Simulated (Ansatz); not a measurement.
The system is CoO.

```xyz
2
Lattice="0.0000 2.3436 2.3436 2.3436 0.0000 2.3436 2.3436 2.3436 0.0000" Properties=species:S:1:pos:R:3 pbc="T T T"
Co    0.0000    0.0000    0.0000
O     1.1718    1.1718    1.1718
```

Measurements of this composition are mostly on another form, of space group No. 225.

| Item | Value |
| --- | --- |
| Program | Ansatz 0.2.0 |
| Task | single point |
| Functional | PBE |
| Potentials or basis | all-electron LAPW, scalar-relativistic |
| Cutoff | 400 eV (chosen from the basis error) |
| Basis error allowed | 0.001 eV/atom |
| k mesh | 10 × 10 × 10 |
| Occupations | fermi-dirac, width 0.05 eV |
| Spin | collinear spin, ferromagnetic start |
| Starting moments | [2.0, 0.0] μB |

On this cell: pressure -12.0 GPa; largest force zero by symmetry; net moment 2.98 μB per cell; site moments Co +2.54; O +0.33 μB; band gap on the k mesh none (metal or under the smearing width).

The same run follows on a disturbed copy (atoms moved at random, drawn with an rms of 0.05 Å):

```xyz
2
Lattice="0.0000 2.3436 2.3436 2.3436 0.0000 2.3436 2.3436 2.3436 0.0000" Properties=species:S:1:pos:R:3 pbc="T T T"
Co    0.0035    0.0118    0.0065
O     1.1960    1.1980    1.1257
```

What changes?

The energy (extrapolated to zero smearing) moves by +2.9 meV/atom; pressure -11.9 GPa; largest force 0.206 eV/Å; net moment 2.98 μB per cell; site moments Co +2.53; O +0.33 μB; band gap on the k mesh none (metal or under the smearing width).

Forces in eV/Å, atoms in the order of the input:
```
Co   0.085  0.071 -0.173
O   -0.085 -0.071  0.173
```

Stress tensor (GPa, compression positive):
```
-11.89   1.03  -0.41
  1.03 -11.88  -0.49
 -0.41  -0.49 -12.01
```

Caveats: a cell with one magnetic atom can't hold antiferromagnetic order, which such compounds often take; semilocal functionals often make such compounds metallic where correlation or magnetic order opens a gap, which also shifts bond lengths.
